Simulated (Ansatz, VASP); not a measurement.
**One calculation of C, two programs**

```xyz
1
Lattice="1.9487 0.0000 0.0000 -0.9743 1.6876 0.0000 0.0000 0.0000 1.5505" Properties=species:S:1:pos:R:3 pbc="T T T"
C     0.0000    0.0000    0.0000
```

Alike in both runs: functional LDA; k mesh 22 × 22 × 21; occupations fermi-dirac, width 0.1 eV; no spin polarisation.

Ansatz relaxed the structure, and its values are those at the end. VASP's run is a single point on that final structure, the one shown.

```csv
,VASP,Ansatz
version,VASP 6.6.1,Ansatz 0.2.0
potentials or method,"VASP PAW LDA potentials, release 64 (C), cutoff 520 eV","all-electron LAPW, scalar-relativistic"
```

VASP gave:

```
pressure (GPa) : 25.3
```

Question: Estimate Ansatz's values.

Answer: Pressure (GPa): 24.0.

Ansatz ran all-electron here, so the differences hold the error of VASP's frozen core and of both bases.

Caveats: so large a pressure means that the cell lies far from this level's equilibrium, or that cutoff or potentials fall short (VASP).
